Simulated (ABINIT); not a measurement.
A run of ABINIT 10.8.3 (patched build) is set up as follows.

run.abi

```
# Pseudopotentials
pp_dirpath "./"
pseudos "V.GGA_PBE-JTH.xml"

# Structure
acell 3*1.0 Angstrom
rprim
    -1.5143500000     1.5143500000     1.5143500000
     1.5143500000    -1.5143500000     1.5143500000
     1.5143500000     1.5143500000    -1.5143500000
ntypat 1
znucl 23
natom 1
typat 1
xred
     0.0000000000     0.0000000000     0.0000000000

# Plane-wave basis
ecut 408.170794 eV
pawecutdg 30.0

# k points
kptopt 1
ngkpt 10 10 10
nshiftk 1
shiftk 0.0 0.0 0.0

# Exchange and correlation
ixc 11

# Bands and occupations
nband 11
occopt 3
tsmear 0.00183747

# Spin
nsppol 2
spinat
     0.0000000000     0.0000000000     2.0000000000

# SCF cycle
nstep 100
tolvrs 1.0e-9

# Output
iomode 3
prtwf 0
prteig 0
prtebands 0
prtden 1
prtvha 1
prtvclmb 1
prtpot 1
```

Potentials or basis: JTH PAW PBE v2.0.

Launch:

```bash
$ abinit run.abi > log 2>&1
```

Estimate the net moment.

0.00 μB per cell.

Predict the pressure.

-4.2 GPa.

Predict the band gap on the k mesh.

none (metal or under the smearing width).
